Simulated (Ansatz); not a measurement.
## TaSi2: how the axes shrink under pressure

TaSi2, P6_422, a = 4.780 Å, c = 6.555 Å. The structure is a COD entry; whether it is the stable form wasn't checked. Ansatz: r2SCAN, PAW, 500 eV, Γ-centred 12×12×6 mesh on 9 atoms, Gaussian smearing 0.10 eV; no spin polarisation. Cell and atoms are relaxed at each pressure, and no other structure is tried, so the rows at high pressure may lie past a change of phase. y = 100 ln(c/c0) with c0 = 6.5548 Å, so nearly a change in per cent. The pressures are the targets, met within 0.02 GPa.

| P (GPa) | y | 100 ln(a/a0) |
| --- | --- | --- |
| -2.0 | 0.28 | 0.39 |
| 0.0 | 0.00 | 0.00 |
| 2.0 | -0.25 | -0.38 |
| 5.0 | ? | ? |
| 10.0 | -1.18 | -1.74 |
| 20.0 | -2.22 | -3.18 |

Fit y = c1 P + c2 P² to the other rows, give the linear compressibility along c, and predict the missing y.

Least squares on the rows shown. y = −0.1271 P + 0.0008097 P². The linear compressibility along c is −c1/100 = 1.27 per TPa, against 1.90 along a from the same fit to the last column (its missing entry is -0.92): the crystal is softer along a at low pressure. With a term in P³ added, the coefficient of P becomes -0.1334, 5 % more, which shows how far this figure hangs on the form. At P = 5.0 the fit asked for gives -0.62. The run gave -0.61, so the fit is 0.01 too low, within the rms miss on the fitted rows (0.01).

Spin–orbit coupling is left out, which can shift energies with elements as heavy as these.